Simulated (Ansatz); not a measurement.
# Sn: the cost of one run

Method: DFT PBE, scalar-relativistic, plane waves, PAW, in Ansatz 0.2.0.

## (1) The structure to begin with

The structure is tetragonal, space group I4/mmm (No. 139). The conventional cell has a = 4.058 Å, b = 4.058 Å, c = 3.322 Å, α = 90.00°, β = 90.00°, γ = 90.00°. Sn (site symmetry 4/mmm) has 10 Sn at 3.32 Å as nearest neighbours.

Structure file:

```
CELL_PARAMETERS angstrom
-2.02919 2.02919 1.66076
2.02919 -2.02919 1.66076
2.02919 2.02919 -1.66076
ATOMIC_POSITIONS crystal
Sn 0.00000 0.00000 0.00000
```

This is candidate A: structure listed in a database for this formula (I4/mmm, No. 139).

(A quick probe on a coarse mesh, which set the mesh and smearing, is not shown.)

## (3) Relaxing cell and atoms (candidate A)

File input.yaml:

```yaml
crystal:
  lattice:
    - [-2.029189411, 2.029189411, 1.6607599896]
    - [2.029189411, -2.029189411, 1.6607599896]
    - [2.029189411, 2.029189411, -1.6607599896]
  atoms:
    - { symbol: Sn, position: [0.0, 0.0, 0.0] }
basis:
  ecutwfc: 420
kpoints:
  mp_grid: { grid: [16, 16, 16] }
hamiltonian:
  xc: pbe
scf:
  occupations: { method: gaussian, width: 0.1 }
output:
  forces: true
  stress: true
  eigenvalues: true
relax:
  adjacent_minimum: "off"
  f_tol: 0.01
  max_steps: 80
  cell: { stress_tol: 0.05 }
```

**Question.** How long does this run take on 1 thread of an Arm CPU, shared host, and how much memory does it need?

About 49 s, with a peak of 0.39 GiB.
